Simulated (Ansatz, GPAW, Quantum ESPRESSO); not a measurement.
**WC: 5 runs at one level of theory**

```
W C
1.0
     0.00000    2.19268    2.19268
     2.19268    0.00000    2.19268
     2.19268    2.19268    0.00000
W C
1 1
Direct
  0.00000 0.00000 0.00000
  0.50000 0.50000 0.50000
```

The cell is a database's computed one, not the measured one.

Alike in all runs: task band structure; functional PBEsol; k mesh 10 × 10 × 10; occupations fermi-dirac, width 0.05 eV; no spin polarisation; no spin-orbit coupling. Pressure is positive in compression and, in plane waves, holds the error of the finite cutoff, which Ansatz's Pulay term estimates and takes out.

| program and potentials | plane-wave cutoff (eV) | notes | pressure (GPa) |
| --- | --- | --- | --- |
| Ansatz, Ansatz PAW | 420 | potentials made for PBE, which Ansatz adapts in part; Pulay term of +0.32 GPa included | -10.24 |
| Quantum ESPRESSO, GBRV 1.5 PBEsol | 762 | - | -9.46 |
| Ansatz, all-electron LAPW, scalar-relativistic | - | - | -10.21 |
| Ansatz, PAW datasets made for the crystal | 340 | - | -10.22 |
| GPAW, PAW data sets generated for this functional | 800 | - | -10.76 |

The pressure spans -10.76 (GPAW, PAW data sets generated for this functional) to -9.46 GPa (Quantum ESPRESSO, GBRV 1.5 PBEsol), with all-electron results at -10.21. The cell lies far from this level's equilibrium.

The functional is the same throughout but for its coding, so the spread measures potentials, basis and numerics; runs on potential files found faulty are left out.
